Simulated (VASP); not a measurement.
# LiH (F-43m) in VASP: notebook

One crystal, LiH, is run at these levels: HSE06, r2SCAN; tasks: single point.

Everything below comes from runs of VASP 6.6.1. Logs are shortened: lines on timing, memory, paths and dates and some standing lists are left out, and cuts for length are marked.

## (1) The structure

The structure is cubic, space group F-43m (No. 216). The conventional cell has a = 4.290 Å, b = 4.290 Å, c = 4.290 Å, α = 90.00°, β = 90.00°, γ = 90.00°. Li (site symmetry -43m) is surrounded by 4 H at 1.86 Å. H (site symmetry -43m) has 4 Li at 1.86 Å as nearest neighbours.

The cell was built by a generator and needn't be a form met in nature.

## (2) Single point, HSE06

The input, POSCAR:

```
LiH
1.0
    0.0000000000      2.1451220117      2.1451220117
    2.1451220117      0.0000000000      2.1451220117
    2.1451220117      2.1451220117      0.0000000000
Li H
1 1
Direct
    0.0000000000      0.0000000000      0.0000000000
    0.2500000000      0.2500000000      0.2500000000
```

The input, INCAR.step1:

```
  PREC = Accurate
  ENCUT = 520
  EDIFF = 1E-5
  ISMEAR = 0
  SIGMA = 0.01
  LREAL = False
  LASPH = True
  NELM = 80
  ALGO = Normal
  ISIF = 2
  LWAVE = True
  LCHARG = False
  GGA = PE
  NBANDS = 9
```

The input, INCAR.step2:

```
  PREC = Accurate
  ENCUT = 520
  EDIFF = 1E-7
  ISMEAR = 0
  SIGMA = 0.01
  LREAL = False
  LASPH = True
  NELM = 80
  ALGO = Normal
  ISIF = 2
  LWAVE = False
  LCHARG = False
  GGA = PE
  LHFCALC = True
  HFSCREEN = 0.2079
  PRECFOCK = Normal
  ISTART = 1
  NBANDS = 9
```

The input, KPOINTS:

```
Automatic mesh
0
Gamma
  6 6 6
```

Potentials or basis: VASP PAW PBE potentials, release 64 (Li_sv, H).

Launch:

```console
cat potpaw_PBE.64/Li_sv/POTCAR potpaw_PBE.64/H/POTCAR > POTCAR
cp INCAR.step1 INCAR
mpirun -np 1 vasp_std > vasp.out
cp INCAR.step2 INCAR
mpirun -np 1 vasp_std > vasp.out
```

OUTCAR:

```text
PREC = Accurate
   ENCUT = 520
   EDIFF = 1E-7
   ISMEAR = 0
   LREAL = False
   LASPH = True
   NELM = 80
   ISIF = 2
   GGA = PE
   LHFCALC = True
   HFSCREEN = 0.2079
   PRECFOCK = Normal
   ISTART = 1

 ion  position               nearest neighbor table
   1  0.000  0.000  0.000-
   2  0.250  0.250  0.250-

  LATTYP: Found a face centered cubic cell.
 ALAT       =     4.2902440234

  Lattice vectors:

 A1 = (   0.0000000000,   2.1451220117,   2.1451220117)
 A2 = (   2.1451220117,   0.0000000000,   2.1451220117)
 A3 = (   2.1451220117,   2.1451220117,   0.0000000000)

Analysis of symmetry for initial positions (statically):
=====================================================================
 Subroutine PRICEL returns:
 Original cell was already a primitive cell.

 Routine SETGRP: Setting up the symmetry group for a
 face centered cubic supercell.

 Subroutine GETGRP returns: Found 24 space group operations
 (whereof 24 operations were pure point group operations)
 out of a pool of 48 trial point group operations.

The static configuration has the point symmetry T_d .

Analysis of symmetry for dynamics (positions and initial velocities):
=====================================================================
 Subroutine PRICEL returns:
 Original cell was already a primitive cell.

 Routine SETGRP: Setting up the symmetry group for a
 face centered cubic supercell.

 Subroutine GETGRP returns: Found 24 space group operations
 (whereof 24 operations were pure point group operations)
 out of a pool of 48 trial point group operations.

The dynamic configuration has the point symmetry T_d .

 Subroutine INISYM returns: Found 24 space group operations
 (whereof 24 operations are pure point group operations),
 and found     1 'primitive' translations

----------------------------------------------------------------------------------------

                                     Primitive cell

  volume of cell :      19.7418

  direct lattice vectors                    reciprocal lattice vectors
     0.000000000  2.145122012  2.145122012    -0.233086975  0.233086975  0.233086975
     2.145122012  0.000000000  2.145122012     0.233086975 -0.233086975  0.233086975
     2.145122012  2.145122012  0.000000000     0.233086975  0.233086975 -0.233086975

  length of vectors
     3.033660642  3.033660642  3.033660642     0.403718483  0.403718483  0.403718483

  position of ions in fractional coordinates (direct lattice)
     0.000000000  0.000000000  0.000000000
     0.250000000  0.250000000  0.250000000

  ion indices of the primitive-cell ions
   primitive index   ion index
                 1           1
                 2           2

----------------------------------------------------------------------------------------

 KPOINTS: Automatic mesh

Automatic generation of k-mesh.
 Grid dimensions read from file:
 generate k-points for:    6    6    6

 Generating k-lattice:

  Cartesian coordinates                     Fractional coordinates (reciprocal lattice)
    -0.038847829  0.038847829  0.038847829     0.166666667  0.000000000  0.000000000
     0.038847829 -0.038847829  0.038847829     0.000000000  0.166666667  0.000000000
     0.038847829  0.038847829 -0.038847829     0.000000000  0.000000000  0.166666667

  Length of vectors
     0.067286414  0.067286414  0.067286414

  Shift w.r.t. Gamma in fractional coordinates (k-lattice)
     0.000000000  0.000000000  0.000000000

 Subroutine IBZKPT returns following result:
 ===========================================

 Found     16 irreducible k-points:

 Following reciprocal coordinates:
            Coordinates               Weight
  0.000000  0.000000  0.000000      1.000000
  0.166667  0.000000  0.000000      8.000000
  0.333333  0.000000  0.000000      8.000000
  0.500000  0.000000  0.000000      4.000000
  0.166667  0.166667  0.000000      6.000000
  0.333333  0.166667  0.000000     24.000000
[... 8 lines left out ...]
 -0.333333  0.333333  0.166667     24.000000
 -0.333333  0.500000  0.166667     12.000000
   k-points           NKPTS =     16   k-points in BZ     NKDIM =    216   number of bands    NBANDS=      9
   number of dos      NEDOS =    301   number of ions     NIONS =      2
   total plane-waves  NPLWV =  13824
   dimension x,y,z NGX =    24 NGY =   24 NGZ =   24
   dimension x,y,z NGXF=    48 NGYF=   48 NGZF=   48
   ions per type =               1   1
   NGX,Y,Z   is equivalent  to a cutoff of  13.15, 13.15, 13.15 a.u.
   NGXF,Y,Z  is equivalent  to a cutoff of  26.30, 26.30, 26.30 a.u.
 SYSTEM =  unknown system
   PREC   = accura    normal or accurate (medium, high low for compatibility)
   ISTART =      1    job   : 0-new  1-cont  2-samecut
   ICHARG =      0    charge: 1-file 2-atom 10-const
   ISPIN  =      1    spin polarized calculation?
   LNONCOLLINEAR =      F non collinear calculations
   LSORBIT =      F    spin-orbit coupling
   LASPH  =      T    aspherical Exc in radial PAW
   ENCUT  =  520.0 eV  38.22 Ry    6.18 a.u.   5.64  5.64  5.64*2*pi/ulx,y,z
   NELM   =     80;   NELMIN=  2; NELMDL=  0     # of ELM steps
   EDIFF  = 0.1E-06   stopping-criterion for ELM
   LREAL  =      F    real-space projection
   EDIFFG = 0.1E-05   stopping-criterion for IOM
   NSW    =      0    number of steps for IOM
   IBRION =     -1    ionic relax: 0-MD 1-quasi-New 2-CG
   NFREE  =      0    steps in history (QN), initial steepest desc. (CG)
   ISIF   =      2    stress and relaxation
   ISYM   =      3    0-nonsym 1-usesym 2-fastsym
   POTIM  = 0.5000    time-step for ionic-motion
   TEBEG  =    0.0;   TEEND  =   0.0 temperature during run
   PSTRESS=    0.0 pullay stress
   NELECT =       4.0000    total number of electrons
   NUPDOWN=      -1.0000    fix difference up-down
   EMIN   =  10.00;   EMAX   =-10.00  energy-range for DOS
   EFERMI =   0.00;   METHOD = LEGACY
   ISMEAR =     0;   SIGMA  =   0.01  broadening in eV -4-tet -1-fermi 0-gaus
   EFERMI_NEDOS =   21; number of points for ismear=-14 and -15
   IALGO  =     38    algorithm
   IMIX   =      1    mixing-type and parameters
     AMIX     =   0.40;   BMIX     =  1.00
     AMIX_MAG =   1.60;   BMIX_MAG =  1.00
  volume/ion in A,a.u.               =       9.87        66.61
  Fermi-wavevector in a.u.,A,eV,Ry     =   0.961537  1.817042 12.579322  0.924554
  Thomas-Fermi vector in A             =   2.090918
   LORBIT       =      0    0 simple, 1 ext, 2 COOP (PROOUT), +10 PAW based schemes
   GGA     = PE    functional components
   LHFCALC =     T    Hartree Fock is set to
   PRECFOCK=normal    Normal, Fast or Accurate (Low or Medium for compatibility)
   ENCUT4O =  -1.0   cutoff for four orbital integrals eV
   NKREDX  =     1    reduce k-point grid by
   NKREDY  =     1    reduce k-point grid by
   NKREDZ  =     1    reduce k-point grid by
   AEXX    =    0.2500 exact exchange contribution
   HFSCREEN=    0.2079 screening length (either q_TF or 0.3 A-1)
   HFSCREENC=   0.2079 screening length for correlation (either q_TF or 0.3 A-1)
   ENCUTFOCK=  -1.0 apply spherical cutoff to Coloumb kernel
   IVDW    =     0    specifies the selected vdW correction
   LEPSILON=     F    determine dielectric tensor
   LRPA    =     F    only Hartree local field effects (RPA)
 non-spin polarized calculation
 Gauss-broadening in eV      SIGMA  =   0.01
  energy-cutoff  :      520.00
  volume of cell :       19.74
 maximum number of plane-waves:       544
 NGX is ok and might be reduce to    24
  NGX = 18; NGY = 18; NGZ = 18

 number of electron       3.9999993 magnetization

 Free energy of the ion-electron system (eV)
  ---------------------------------------------------
  ext. energy  EPLUGINS =         0.00000000
  ---------------------------------------------------
  free energy    TOTEN  =        -6.68262063 eV

  energy without entropy =       -6.68262063  energy(sigma->0) =       -6.68262063

 E-fermi :  -2.3460     XC(G=0):  -6.4779

 val. band max:       -2.5198766342   @ k =  -0.3333   0.5000   0.1667
 cond. band min:       2.8257666373   @ k =   0.5000   0.0000   0.0000
 fundamental gap:      5.3456432715
 Fermi energy:        -2.3460163845

 k-point     1 :       0.0000    0.0000    0.0000
  band No.  band energies     occupation
      1     -48.6800      2.00000
      2      -6.5729      2.00000
      3      12.2393      0.00000
      4      16.4357      0.00000
      5      16.4357      0.00000
      6      16.4357      0.00000
      7      18.9851      0.00000
      8      18.9851      0.00000
      9      18.9851      0.00000

 k-point     2 :       0.1667    0.0000    0.0000
  band No.  band energies     occupation
      1     -48.6736      2.00000
      2      -6.0740      2.00000
      3       9.5524      0.00000
      4      14.8746      0.00000
      5      15.3036      0.00000
      6      15.3036      0.00000
      7      20.5123      0.00000
      8      20.5123      0.00000
      9      22.5363      0.00000

 k-point     3 :       0.3333    0.0000    0.0000
  band No.  band energies     occupation
      1     -48.6606      2.00000
      2      -4.7069      2.00000
      3       5.0740      0.00000
      4      14.3990      0.00000
      5      14.3990      0.00000
      6      15.1298      0.00000
      7      19.0355      0.00000
      8      19.0355      0.00000
      9      21.4123      0.00000

 k-point     4 :       0.5000    0.0000    0.0000
  band No.  band energies     occupation
      1     -48.6542      2.00000
      2      -3.5949      2.00000
      3       2.8258      0.00000
      4      14.1865      0.00000
      5      14.1865      0.00000
      6      15.2015      0.00000
      7      18.0194      0.00000
      8      18.0194      0.00000
      9      21.7420      0.00000
[... 109 lines left out ...]
 k-point    14 :       0.5000    0.3333    0.1667
  band No.  band energies     occupation
      1     -48.6523      2.00000
      2      -3.6434      2.00000
      3       5.0822      0.00000
      4       8.9577      0.00000
      5      11.3524      0.00000
      6      15.6042      0.00000
      7      18.0598      0.00000
      8      22.7014      0.00000
      9      26.4583      0.00000

 k-point    15 :      -0.3333    0.3333    0.1667
  band No.  band energies     occupation
      1     -48.6480      2.00000
      2      -2.7567      2.00000
      3       3.8462      0.00000
      4       7.9189      0.00000
      5      10.6547      0.00000
      6      16.3440      0.00000
      7      19.1950      0.00000
      8      22.3449      0.00000
      9      25.0401      0.00000

 k-point    16 :      -0.3333    0.5000    0.1667
  band No.  band energies     occupation
      1     -48.6460      2.00000
      2      -2.5199      2.00000
      3       5.6543      0.00000
      4       5.6763      0.00000
      5       9.8902      0.00000
      6      15.0036      0.00000
      7      18.6637      0.00000
      8      23.0859      0.00000
      9      27.2607      0.00000

------------------------ aborting loop because EDIFF is reached ----------------------------------------

  FORCE on cell =-STRESS in cart. coord.  units (eV):
  Direction    XX          YY          ZZ          XY          YZ          ZX
  --------------------------------------------------------------------------------------
  -------------------------------------------------------------------------------------
  Total       -0.0538780     -0.0538780     -0.0538780     -0.0000000      0.0000000     -0.0000000
  in kB       -4.3725665     -4.3725665     -4.3725665     -0.0000000      0.0000000     -0.0000000
  external PRESSURE =      -4.3725665 kB  Pullay stress =       0.0000000 kB

 VOLUME and BASIS-vectors are now :
 -----------------------------------------------------------------------------
  energy-cutoff  :      520.00
  volume of cell :       19.74
      direct lattice vectors                 reciprocal lattice vectors
     0.000000000  2.145122012  2.145122012    -0.233086975  0.233086975  0.233086975
     2.145122012  0.000000000  2.145122012     0.233086975 -0.233086975  0.233086975
     2.145122012  2.145122012  0.000000000     0.233086975  0.233086975 -0.233086975

 POSITION                                       TOTAL-FORCE (eV/Angst)
 -----------------------------------------------------------------------------------
      0.00000      0.00000      0.00000         0.000000      0.000000      0.000000
      1.07256      1.07256      1.07256        -0.000000     -0.000000     -0.000000
 -----------------------------------------------------------------------------------
    total drift:                                0.000001      0.000000      0.000000

  FREE ENERGIE OF THE ION-ELECTRON SYSTEM (eV)
  ---------------------------------------------------
  free  energy   TOTEN  =        -6.6826206345 eV

  energy  without entropy=       -6.6826206345  energy(sigma->0) =       -6.68262063
```

Wall time 2.8 min (1 thread of Intel Xeon Platinum 8488C (Sapphire Rapids), shared host); peak memory 0.23 GiB.

What came out:

```
Free energy            : -6.6826 eV
Band gap on the k mesh : 5.35 eV, indirect (least direct gap 6.42 eV)
```

Caveat: the k mesh is coarse (spacing up to 0.42 Å⁻¹), so the values aren't converged, least of all with exact exchange; the cutoff is under 1.25 times the usual one of these potentials, so pressure, stress and relaxed cells hold a basis-set (Pulay) error; the PAW data sets were made with another functional, which shifts forces and pressure a little. A k mesh can miss the band edges.

## (3) Single point, r2SCAN

POSCAR is that of step 2.

The input, INCAR.step1:

```
SYSTEM = LiH
ALGO = Normal
EDIFF = 1E-4
ENCUT = 520
GGA = PE
ISMEAR = 0
LASPH = .TRUE.
LCHARG = .FALSE.
LREAL = .FALSE.
LWAVE = .TRUE.
NBANDS = 9
NELM = 80
PREC = Accurate
SIGMA = 0.01
```

The input, INCAR.step2:

```
SYSTEM = LiH
ALGO = Normal
EDIFF = 1E-6
ENCUT = 520
ISIF = 2
ISMEAR = 0
ISTART = 1
LASPH = .TRUE.
LCHARG = .TRUE.
LELF = .TRUE.
LMIXTAU = .TRUE.
LREAL = .FALSE.
LVHAR = .TRUE.
LWAVE = .FALSE.
METAGGA = R2SCAN
NBANDS = 9
NELM = 80
PREC = Accurate
SIGMA = 0.01
```

The input, KPOINTS:

```
k-points
0
G
  10 10 10
  0 0 0
```

Potentials or basis: VASP PAW PBE potentials, release 64 (Li_sv, H).

Launch:

```console
cat potpaw_PBE.64/Li_sv/POTCAR potpaw_PBE.64/H/POTCAR > POTCAR
cp INCAR.step1 INCAR
mpirun -np 1 vasp_std > vasp.out
cp INCAR.step2 INCAR
mpirun -np 1 vasp_std > vasp.out
```

It took 28 s on 1 thread of Intel Xeon Platinum 8488C (Sapphire Rapids), shared host; peak memory 0.13 GiB.

The run converged. Its results:

```
Free energy            : -6.7105 eV
Band gap on the k mesh : 4.82 eV, indirect (least direct gap 5.85 eV)
```

Levels at points of the mesh, in eV from the valence-band top:
```tsv
k point	band 1	band 2	band 3	band 4	band 5	band 6	band 7
(0.00, 0.00, 0.00)	-44.69	-3.65	14.15	18.90	18.90	18.90	20.56
(0.50, 0.00, 0.00)	-44.67	-1.03	4.82	16.27	16.27	17.37	19.92
(0.50, 0.50, 0.00)	-44.66	-0.30	7.87	10.80	11.57	11.57	20.01
```

Caveat: the cutoff is under 1.25 times the usual one of these potentials, so pressure, stress and relaxed cells hold a basis-set (Pulay) error; the PAW data sets were made with another functional, which shifts forces and pressure a little. A k mesh can miss the band edges.
